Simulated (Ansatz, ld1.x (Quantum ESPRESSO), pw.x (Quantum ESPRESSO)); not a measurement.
**indium: does the TM potential hold in the solid?**

indium (In), norm-conserving Troullier–Martins (Kleinman–Bylander form), made with ld1.x (Quantum ESPRESSO) 7.5 (PBE, scalar-relativistic). Core [Kr] 4d10, reference 5s2 5p1. Waves: 5p (bound): rc 2.70 bohr; 5s (bound): rc 1.55 bohr. Local part: the s channel. Core correction: none.

Crystal test: fcc In in pw.x 7.5, no spin, 12³ k-points, Fermi–Dirac smearing 0.01 Ry, cutoffs 145/580 Ry. The reference is all-electron LAPW (Ansatz 0.2.0) with the same functional, mesh and smearing; V0 and B0 come from Birch–Murnaghan fits to the pressures at five volumes. Errors are pseudo minus all-electron; Δ is the rms difference of the E(V) curves that follow from these fits, minima aligned, over ±6 % about the mean V0. Mesh and smearing are coarse, so the numbers serve the comparison and aren't converged zero-temperature values; the lattice is a test structure that the element need not adopt.

All-electron: a0 = 4.791 Å (V0 = 27.50 Å³/atom), B0 = 34.9 GPa.

Problem. How far does the potential miss the all-electron equation of state?

Solution. mean pressure error (GPa): -10.80. The pressure does not cross zero within the volumes sampled, so no fit is given. This is a poor potential for the solid. The pseudo pressure rises with volume over the whole range, a mechanical instability.

```tsv
V (Å³/atom)	P all-electron (GPa)	P pseudo (GPa)
26.366	1.64	-11.12
27.060	0.58	-11.08
27.754	-0.32	-11.01
28.448	-1.08	-10.92
29.142	-1.74	-10.80
```

Problem. At the middle volume, how do free energy and pressure move when the wave cutoff is lowered (ecutrho kept at four times it)?

Solution.

| cutoff (Ry) | shift of F (meV/atom) | shift of P (GPa) |
| --- | --- | --- |
| 65 | +34.2 | +0.06 |
| 87 | +16.5 | -0.27 |
| 116 | +7.5 | +0.06 |

The run at the middle volume (72 k-points, 7 iterations) took about 43 s on one core of a shared host (Neoverse-V2, 96 threads, 742 GiB, load 51).
